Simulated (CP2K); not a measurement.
Runs of CP2K 2026.2 on SiO2. It takes space group Imma (No. 74, orthorhombic). Conventional cell: a = 5.247 Å, b = 9.554 Å, c = 8.883 Å, α = 90.00°, β = 90.00°, γ = 90.00°. Around Si (site symmetry m) lie 4 O at 1.60 to 1.61 Å. O (site symmetry 2/m) has 2 Si at 1.60 Å as nearest neighbours. O (site symmetry 2) has 2 Si at 1.61 Å as nearest neighbours. Around O (site symmetry mm2) lie 2 Si at 1.61 Å. The cell comes from a database or a generator and needn't be the stable form of this composition.

| level | potentials or basis | smearing | EPS_DEFAULT | NGRIDS | points a segment of the path (NPOINTS) | bands added on the path | CUTOFF of the grids | pressure (GPa) | largest force (eV/Å) |
| --- | --- | --- | --- | --- | --- | --- | --- | --- | --- |
| PBE | POTENTIAL_UZH Si GTH-PBE-q4, O GTH-PBE-q6; TZVP-MOLOPT-PBE-GTH basis | fermi-dirac 0.05 eV | 1.0E-9 | 4 | 10 | 6 | 600 Ry | (a) | 0.25 |
| LDA | GTH_POTENTIALS Si GTH-PADE-q4, O GTH-PADE-q6; TZVP-MOLOPT-PBE-GTH basis | fermi-dirac 0.01 eV | 1.0E-9 | 5 | 10 | 4 | 600 Ry | -1.7 | 0.08 |
| PBEsol | POTENTIAL_UZH Si GTH-PBE-q4, O GTH-PBE-q6; TZVP-MOLOPT-PBE-GTH basis | fermi-dirac 0.05 eV | 1.0E-9 | 5 | 8 | 2 | 600 Ry | 2.8 | 0.25 |
| r2SCAN | POTENTIAL_UZH Si GTH-SCAN-q4, O GTH-SCAN-q6; TZVP-MOLOPT-SCAN-GTH basis | fermi-dirac 0.01 eV | 1.0E-10 | 4 | 8 | 2 | 850 Ry | -0.5 | 0.08 |

Alike in all rows: task band structure; no spin polarisation; cell as given; k mesh 6 × 6 × 6.

**Question.** Estimate the missing entries.

**Answer.** (a) 3.1.

Caveats: the basis of atomic orbitals isn't converged, which shifts pressures, moduli and gaps; the potentials were made for another functional, which shifts forces and pressure (some runs).
